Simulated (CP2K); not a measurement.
**CdS (Hawleyite) under changes of volume**

One of the cells (24.808 Å³/atom); the others are scaled copies at fixed shape and fractional positions:

```xyz
2
Lattice="4.1246 0.0000 0.0000 2.0623 3.5720 0.0000 2.0623 1.1907 3.3677" Properties=species:S:1:pos:R:3 pbc="T T T"
Cd    0.0000    0.0000    0.0000
S     6.1868    3.5720    2.5258
```

```yaml
Program: CP2K 2026.2
Functional: LDA
Potentials_or_basis: GTH_POTENTIALS Cd GTH-PADE-q12, S GTH-PADE-q6; TZVP-MOLOPT-PBE-GTH basis
Density_cutoff: 6123 eV
k_mesh: 8 × 8 × 8
Occupations: fermi-dirac, width 0.1 eV
Spin: no spin polarisation
```

| volume (Å³/atom) | energy over the lowest point (meV/atom) | pressure (GPa) | gap on the mesh (eV) |
| --- | --- | --- | --- |
| 23.319 | 4.98 | 2.4 | 0.98 |
| 23.815 | 0.18 | 0.8 | 0.93 |
| 24.312 | 0.00 | -0.6 | 0.89 |
| 24.808 | 3.94 | -1.9 | 0.85 |
| 25.304 | 11.55 | -3.0 | 0.80 |
| 25.800 | ? | ? | ? |
| 26.296 | 36.21 | -4.9 | 0.72 |

Question: What does the run at 25.800 Å³/atom give?

Answer: Energy over the lowest point 22.42 meV/atom; pressure -4.0 GPa; gap on the mesh 0.76 eV.

Worked out: A Birch-Murnaghan fit of order 3 (a polynomial in V^(-2/3)) to the other rows has its minimum at 24.08 Å³/atom with B0 = V·E''(V) = 68 GPa and B' = 4.6. It gives 22.42 meV/atom at 25.800 Å³/atom, against the run's 22.42, and -dE/dV = -4.0 GPa, against -4.0. A straight line through the other rows of the gap, of slope -2.15 eV per unit of ln V (its deformation potential), gives 0.76 eV, against the run's 0.76.

Energies are extrapolated to zero smearing.

Caveats: the basis of atomic orbitals isn't converged, which shifts pressures, moduli and gaps.

Spin-orbit coupling on Cd is left out.
